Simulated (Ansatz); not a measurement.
# MnSb: which magnetic state does the SCF reach?

Is MnSb magnetic at this level, in which order, and do all starts find it? Single-point runs from several starts follow. The cell (4 atoms) is MnSb in its deposited structure (space group P6_3/mmc). Source: COD entry 1539189.

Computed with Ansatz 0.2.0 (DFT PBE, PAW, plane waves, scalar-relativistic, unless a step's input says otherwise).

## (1) The starting structure

The structure is hexagonal, space group P6_3/mmc (No. 194). The conventional cell has a = 4.130 Å, b = 4.130 Å, c = 5.800 Å, α = 90.00°, β = 90.00°, γ = 120.00°. Around Sb (site symmetry -6m2) lie 6 Mn at 2.79 Å. Around Mn (site symmetry -3m) lie 6 Sb at 2.79 Å and 2 Mn at 2.90 Å.

Structure file:

```
Sb Mn
1.0
     4.13000    0.00000    0.00000
    -2.06500    3.57668    0.00000
     0.00000    0.00000    5.80000
Sb Mn
2 2
Cartesian
  0.0000 2.3845 1.4500
  2.0650 1.1922 4.3500
  0.0000 0.0000 0.0000
  0.0000 0.0000 2.9000
```

Atoms are counted from 1 in the order of input.yaml (Mn4 and so on).

The first starts: parallel moments, plain SCF; opposed moments +-, plain SCF; no spin polarisation; spin on, no moments given (the program may seed its own), plain SCF. Further starts follow from what these give.

“Plain SCF” means no search for lower states. Ends within 0.2 meV/atom and 0.1 μB count as one state.

Moments by site are taken inside atomic spheres; the rest lies between them.

## (2) Parallel moments, plain SCF

input.yaml

```yaml
crystal:
  lattice:
    - [4.12999787, 0.0, 0.0]
    - [-2.06499894, 3.57668307, 0.0]
    - [0.0, 0.0, 5.8]
  atoms:
    - { symbol: Sb, position: [0.33333333, 0.66666667, 0.25] }
    - { symbol: Sb, position: [0.66666667, 0.33333333, 0.75] }
    - { symbol: Mn, position: [0.0, 0.0, 0.0], spin: 4.5 }
    - { symbol: Mn, position: [0.0, 0.0, 0.5], spin: 4.5 }
magnetization:
  spin_polarized: true
hamiltonian:
  xc: pbe
  pseudopotentials: { kind: paw }
basis:
  ecutwfc: 420
kpoints:
  mp_grid: { grid: [8, 8, 5] }
scf:
  occupations: { method: gaussian, width: 0.05 }
  lower_state_search: "off"
output:
  forces: true
  stress: true
```

Log (excerpt; [...] marks lines left out):

```text
[...]
Pseudopotentials: kind: paw
Pseudopotential: Sb, paw, valence charge 15, recommended cutoff 420 eV (normal), Sb.paw.azcp
Pseudopotential: Mn, paw, valence charge 15, recommended cutoff 420 eV (normal), Mn.paw.azcp
Functional definition: PBE
[...]
Crystal: 4 atoms, lattice volume = 85.676 Å³
Basis set: ecut = 420 eV, 1651 PW (Γ), exchange–correlation on 60×60×80 points (8 copies of the dense FFT grid, shifted against one another)
Bands: 42, of which v1, the nominal top of the filled ones, is band 30 counted from 1 (29 counted from 0)
Symmetry: 24 space group operations
Space group: P63/mmc (ITA 194), of the structure as read, at distance tolerance 4.4e-5 Å
Magnetic group: BNS 194.263 (UNI 1493), of the structure as read, at distance tolerance 4.4e-5 Å
k-points: 30 of 320
[...]
Starting moments: Σ|m| = 9 μB on 2 of 4 sites
[...]
SCF iter   1: F=—  HF=-20766.930699 eV  |F-HF|=—  |Δ(HF+E_count)|=         —  Δρ=6.53e-2 (↑1.61e-2 ↓6.53e-2)  dr2=4.35e0  dr2_m=1.00e0  M=6.812 μB ∫|m|=7.584 μB  β_m=0.30  ethr=3.10e-3  ⟨swp⟩=7.5  Hψ=10454  notcnv=0  defer=9
[...]
spin=Collinear: Kerker preconditioning applied to the charge; magnetization (m = ρ↑ − ρ↓) channel mixes plain (no charge-response kernel on spin).
[...]
spin-set hold released at iteration 2 (the charge has settled, or the pull on large starting moments outlasts its swing): the magnetisation degrees of freedom join the quasi-Newton model from the next iteration; the mixer history was flushed
[...]
SCF iter  11: F=-20766.638655 eV  HF=-20766.638655 eV  |F-HF|=4.39e-9  |Δ(HF+E_count)|=   3.82e-8  Δρ=3.99e-6 (↑1.74e-6 ↓3.99e-6)  dr2=2.49e-8  dr2_m=2.60e-9  M=6.718 μB ∫|m|=7.562 μB  ethr=1.67e-10  ⟨swp⟩=2.9  Hψ=7903  notcnv=0
[...]
SCF converged after 11 iterations
Magnetization: 6.7177 μB (33.3588 up, 26.6412 down)
Absolute magnetization: 7.5693 μB (∫|ρ↑−ρ↓|, with the PAW one-centre terms)
Spin contamination: 0.3234 ħ² per cell (⟨S²⟩ above its minimum at these occupations)
Per-site moments (μB) at R_I (Å): [(-0.12058212730246508, 1.151172690690514), (-0.12058212730246479, 1.151172690690514), (3.4298655508994207, 1.151172690690514), (3.4298655508994185, 1.151172690690514)]
Free energy (F): -20766.638655 eV
[...]
E sigma→0 (E₀):  -20766.637164 eV
Entropy (-TS):   -0.002981 eV (-0.745 meV/atom)
Fermi energy:    12.160256 eV
[...]
--- Forces (eV/Å), atoms counted from 1 ---
  atom   1  Sb    -0.00000000    -0.00000000     0.00000000
  atom   2  Sb     0.00000000     0.00000000     0.00000000
  atom   3  Mn     0.00000000     0.00000000     0.00000000
  atom   4  Mn     0.00000000     0.00000000     0.00000000
[...]
--- Stress (GPa, compression-positive) ---
       -2.135726      -0.000000      -0.000000
       -0.000000      -2.135726      -0.000000
       -0.000000      -0.000000      -3.885374
  P = ⅓ Tr σ = -2.7189 GPa (-27.189 kbar)
```

It took 5.2 s on 2 threads of an Arm CPU, shared host; peak memory 0.45 GiB.

Result: ferromagnetic, site moments Mn3 3.43, Mn4 3.43 μB, total 6.72 μB per cell, no gap on the k-mesh.

## (3) Opposed moments +-, plain SCF

Changes to input.yaml since step 2:

```diff
@@ -9,3 +9,3 @@
     - { symbol: Mn, position: [0.0, 0.0, 0.0], spin: 4.5 }
-    - { symbol: Mn, position: [0.0, 0.0, 0.5], spin: 4.5 }
+    - { symbol: Mn, position: [0.0, 0.0, 0.5], spin: -4.5 }
 magnetization:
```

Log (excerpt; [...] marks lines left out):

```text
[... 12 lines as in an earlier run ...]
Symmetry: 12 space group operations
Space group: P-3m1 (ITA 164), of the structure as read, at distance tolerance 4.4e-5 Å
Magnetic group: BNS 194.269 (UNI 1499), of the structure as read, at distance tolerance 4.4e-5 Å
k-points: 40 of 320
[... 6 lines as in an earlier run ...]
Starting moments: Σ|m| = 9 μB on 2 of 4 sites
Starting magnetic order: altermagnet, g-wave, bulk spin-momentum locking; spin-degenerate planes through Γ normal to [0 0 1], [1 -1 0], [1 2 0], [2 1 0] of the run's lattice
[... 2 lines as in an earlier run ...]
SCF iter   1: F=—  HF=-20766.688130 eV  |F-HF|=—  |Δ(HF+E_count)|=         —  Δρ=4.90e-2 (↑4.90e-2 ↓4.90e-2)  dr2=4.42e0  dr2_m=1.09e0  M=-0.000 μB ∫|m|=7.445 μB  β_m=0.30  ethr=3.10e-3  ⟨swp⟩=6.0  Hψ=13340  notcnv=0  defer=29
[...]
[... 1 line as in an earlier run ...]
[...]
[... 1 line as in an earlier run ...]
[...]
Magnetization: -0.0000 μB (30.0000 up, 30.0000 down)
Absolute magnetization: 7.2643 μB (∫|ρ↑−ρ↓|, with the PAW one-centre terms)
Spin contamination: 3.4743 ħ² per cell (⟨S²⟩ above its minimum at these occupations)
Per-site moments (μB) at R_I (Å): [(-1.2176358421493337e-7, 1.151172690690514), (-1.217635843157766e-7, 1.151172690690514), (3.353306926382073, 1.151172690690514), (-3.3533097464981307, 1.151172690690514)]
Free energy (F): -20766.420499 eV
[...]
E sigma→0 (E₀):  -20766.418437 eV
Entropy (-TS):   -0.004123 eV (-1.031 meV/atom)
Fermi energy:    12.085921 eV
[...]
--- Forces (eV/Å), atoms counted from 1 ---
  atom   1  Sb     0.00000000    -0.00000000    -0.00000375
  atom   2  Sb    -0.00000000     0.00000000     0.00000375
  atom   3  Mn     0.00000000     0.00000000     0.00000000
  atom   4  Mn     0.00000000     0.00000000     0.00000000
[...]
--- Stress (GPa, compression-positive) ---
       -3.160556      -0.000000      -0.000000
       -0.000000      -3.160556      -0.000000
       -0.000000       0.000000      -3.852462
  P = ⅓ Tr σ = -3.3912 GPa (-33.912 kbar)
```

Wall time 11 s (2 threads of an Arm CPU, shared host); peak memory 0.51 GiB.

Result: antiferromagnetic (magnetic neighbours of Mn4 with a moment over 0.3 of its own that point the other way: 2 of 2 at 2.90 Å, 0 of 6 at 4.13 Å), site moments Mn3 3.35, Mn4 -3.35 μB, total 0.00 μB per cell, no gap on the k-mesh. It lies 54.5 meV/atom above the lowest state so far (step 2).

## (4) No spin polarisation

Changes to input.yaml since step 3:

```diff
@@ -8,6 +8,4 @@
     - { symbol: Sb, position: [0.66666667, 0.33333333, 0.75] }
-    - { symbol: Mn, position: [0.0, 0.0, 0.0], spin: 4.5 }
-    - { symbol: Mn, position: [0.0, 0.0, 0.5], spin: -4.5 }
-magnetization:
-  spin_polarized: true
+    - { symbol: Mn, position: [0.0, 0.0, 0.0] }
+    - { symbol: Mn, position: [0.0, 0.0, 0.5] }
 hamiltonian:
```

Log (excerpt; [...] marks lines left out):

```text
[... 11 lines as in an earlier run ...]
Bands: 35, of which v1, the nominal top of the filled ones, is band 30 counted from 1 (29 counted from 0)
[... 8 lines as in an earlier run ...]
[...]
[... 2 lines as in an earlier run ...]
SCF iter   1: F=—  HF=-20764.642429 eV  |F-HF|=—  |Δ(HF+E_count)|=         —  Δρ=1.26e-2  dr2=4.29e-2  ethr=1.77e-3  ⟨swp⟩=6.1  Hψ=4022  notcnv=0
[...]
SCF iter   8: F=-20764.634306 eV  HF=-20764.634306 eV  |F-HF|=3.81e-9  |Δ(HF+E_count)|=   1.13e-8  Δρ=3.52e-6  dr2=1.20e-8  ethr=1.67e-10  ⟨swp⟩=4.2  Hψ=3859  notcnv=0
[...]
SCF converged after 8 iterations
Free energy (F): -20764.634306 eV
[...]
E sigma→0 (E₀):  -20764.625944 eV
Entropy (-TS):   -0.016725 eV (-4.181 meV/atom)
Fermi energy:    11.640424 eV
[...]
--- Forces (eV/Å), atoms counted from 1 ---
  atom   1  Sb     0.00000000     0.00000000    -0.00000000
  atom   2  Sb    -0.00000000    -0.00000000     0.00000000
  atom   3  Mn     0.00000000    -0.00000000    -0.00000000
  atom   4  Mn     0.00000000     0.00000000     0.00000000
[...]
--- Stress (GPa, compression-positive) ---
      -13.117413      -0.000000      -0.000000
       -0.000000     -13.117413      -0.000000
       -0.000000      -0.000000     -21.580790
  P = ⅓ Tr σ = -15.9385 GPa (-159.385 kbar)
```

Wall time 2 s (2 threads of an Arm CPU, shared host); peak memory 0.39 GiB.

The state reached is non-magnetic (no spin polarisation), no gap on the k-mesh. It lies 501 meV/atom above the lowest state so far (step 2).

## (5) Spin on, no moments given (the program may seed its own), plain SCF

Changes to input.yaml since step 4:

```diff
@@ -23 +23,3 @@
   stress: true
+magnetization:
+  spin_polarized: true
```

Log (excerpt; [...] marks lines left out):

```text
band count auto-derived: 39 (N_el = 60.0; filled up to band 30; 36 by the electrons, moments and atoms)
[... 11 lines as in an earlier run ...]
Bands: 39, of which v1, the nominal top of the filled ones, is band 30 counted from 1 (29 counted from 0)
[... 8 lines as in an earlier run ...]
[...]
[... 2 lines as in an earlier run ...]
SCF iter   1: F=—  HF=-20772.767066 eV  |F-HF|=—  |Δ(HF+E_count)|=         —  Δρ=1.44e-1 (↑1.44e-1 ↓1.44e-1)  dr2=8.97e1  dr2_m=0.00e0  M=0.000 μB ∫|m|=0.000 μB  β_m=0.30  ethr=3.10e-3  ⟨swp⟩=5.9  Hψ=4512  notcnv=0
[...]
[... 1 line as in an earlier run ...]
[...]
SCF iter  14: F=-20766.638655 eV  HF=-20766.638655 eV  |F-HF|=1.22e-8  |Δ(HF+E_count)|=   5.70e-8  Δρ=7.84e-6 (↑3.15e-6 ↓7.84e-6)  dr2=7.71e-8  dr2_m=7.36e-9  M=6.718 μB ∫|m|=7.562 μB  ethr=1.67e-10  ⟨swp⟩=3.1  Hψ=8809  notcnv=0
[...]
SCF converged after 14 iterations
Magnetization: 6.7177 μB (33.3588 up, 26.6412 down)
Absolute magnetization: 7.5692 μB (∫|ρ↑−ρ↓|, with the PAW one-centre terms)
Spin contamination: 0.3234 ħ² per cell (⟨S²⟩ above its minimum at these occupations)
Per-site moments (μB) at R_I (Å): [(-0.12057129730142206, 1.151172690690514), (-0.12057129730142176, 1.151172690690514), (3.429816666052908, 1.151172690690514), (3.4298166660529086, 1.151172690690514)]
Free energy (F): -20766.638655 eV
[...]
E sigma→0 (E₀):  -20766.637164 eV
Entropy (-TS):   -0.002981 eV (-0.745 meV/atom)
Fermi energy:    12.160305 eV
[... 26 lines left out: energy terms, forces, stress ...]
```

Wall time 6.1 s (2 threads of an Arm CPU, shared host); peak memory 0.45 GiB.

Nothing new: the 14 iterations lead to the state found in step 2 (ferromagnetic).

(Part 1 of 2 ends here.)
